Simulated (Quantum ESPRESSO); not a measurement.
The system is Hf.

```xyz
1
Lattice="-1.8050 1.8050 1.8050 1.8050 -1.8050 1.8050 1.8050 1.8050 -1.8050" Properties=species:S:1:pos:R:3 pbc="T T T"
Hf    0.0000    0.0000    0.0000
```

This isn't the form of Hf at room conditions, which is hcp.

| Item | Value |
| --- | --- |
| Program | Quantum ESPRESSO 7.5 |
| Task | relaxation of cell and atoms |
| Functional | PBE |
| Dispersion | D3 |
| Potentials or basis | PseudoDojo 0.4.1 SR PBE standard |
| Cutoff | 789 eV |
| Density cutoff | 3157 eV |
| k mesh | 10 × 10 × 10 |
| Occupations | fermi-dirac, width 0.05 eV |
| Spin | no spin polarisation |

At the start: pressure -7.9 GPa; volume 23.52 Å³/atom.

How do energy, volume and symmetry change on relaxing?

Over 4 steps the energy falls by 50.1 meV/atom and the volume is 21.62 Å³/atom (-8.1 %); space group Im-3m (No. 229, to 0.05 Å).

Step by step:
```tsv
step	energy change (eV)	largest force (eV/Å)	pressure (GPa)	volume (Å³)
1	0.0000	0.0000	-7.95	23.52
2	-0.0416	0.0000	-3.54	22.38
3	-0.0500	0.0000	0.25	21.57
4	-0.0501	0.0000	-0.01	21.62
```

Final structure:
```cif
data_structure
_symmetry_space_group_name_H-M 'P 1'
_symmetry_Int_Tables_number 1
_cell_length_a 3.0396
_cell_length_b 3.0396
_cell_length_c 3.0396
_cell_angle_alpha 109.471
_cell_angle_beta 109.471
_cell_angle_gamma 109.471
_cell_volume 21.62
loop_
_atom_site_label
_atom_site_type_symbol
_atom_site_fract_x
_atom_site_fract_y
_atom_site_fract_z
_atom_site_occupancy
Hf1 Hf 0.00000 0.00000 0.00000 1
```

Caveat: pairwise dispersion overbinds metals, which lowers pressure and volume.
